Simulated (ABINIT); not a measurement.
Runs of ABINIT 10.8.3 (patched build) on KCl (Sylvite). The structure is cubic, space group Fm-3m (No. 225). The conventional cell has a = 6.293 Å, b = 6.293 Å, c = 6.293 Å, α = 90.00°, β = 90.00°, γ = 90.00°. Around K (site symmetry m-3m) lie 6 Cl at 3.15 Å. Cl (site symmetry m-3m) is surrounded by 6 K at 3.15 Å. 

```csv
task,level,potentials or basis,k mesh,cutoff (eV),smearing,most SCF steps,fine-grid cutoff,mesh quality,gap on the mesh (eV),pressure (GPa),V0 of scaled cells (Å³/atom),B0 (GPa)
single point,HSE06,SPMS NC PBE v1.0,6 × 6 × 6,490,fixed,60,-,not flagged,6.46,0.3,-,-
single point,PBEsol,PseudoDojo NC SR PBEsol v0.4.1 standard,7 × 7 × 7,1007,fermi-dirac 0.05 eV,-,-,not flagged,(c),(b),-,-
band structure,r2SCAN,JTH PAW PBE v2.0,7 × 7 × 7,816,fermi-dirac 0.05 eV,-,1414.99 eV,not flagged,5.83,-,-,-
equation of state,r2SCAN,JTH PAW PBE v2.0,4 × 4 × 4,816,fermi-dirac 0.05 eV,-,1414.99 eV,coarse,-,-,31.36,18
single point,PBE,SPMS NC PBE v1.0,6 × 6 × 6,490,fixed,-,-,not flagged,5.19,0.6,-,-
single point,PBE0,SPMS NC PBE v1.0,6 × 6 × 6,490,fixed,60,-,not flagged,(a),0.3,-,-
equation of state,r2SCAN,JTH PAW PBE v2.0,7 × 7 × 7,816,fermi-dirac 0.05 eV,-,1414.99 eV,not flagged,-,-,31.36,18
equation of state,PBEsol,PseudoDojo NC SR PBEsol v0.4.1 standard,7 × 7 × 7,1007,fermi-dirac 0.05 eV,-,-,not flagged,-,-,30.41,18
```

Alike in all rows: no spin polarisation; cell as given.

Problem. Fill in the values left out.

Solution. (a) 7.23; (b) -0.4; (c) 5.03.

Caveats: some runs use coarse meshes; the PAW data sets were made with another functional, which shifts forces and pressure a little (some runs); pressures at fixed basis lie under the slope of the energies (some runs); the potentials were made for another functional, which shifts forces and pressure (some runs); Libxc's HSE differs a little from that of other programs (some runs); an odd mesh through Γ misses points on the zone boundary, where band edges often lie (some runs).

Not every run made on this cell is shown here.
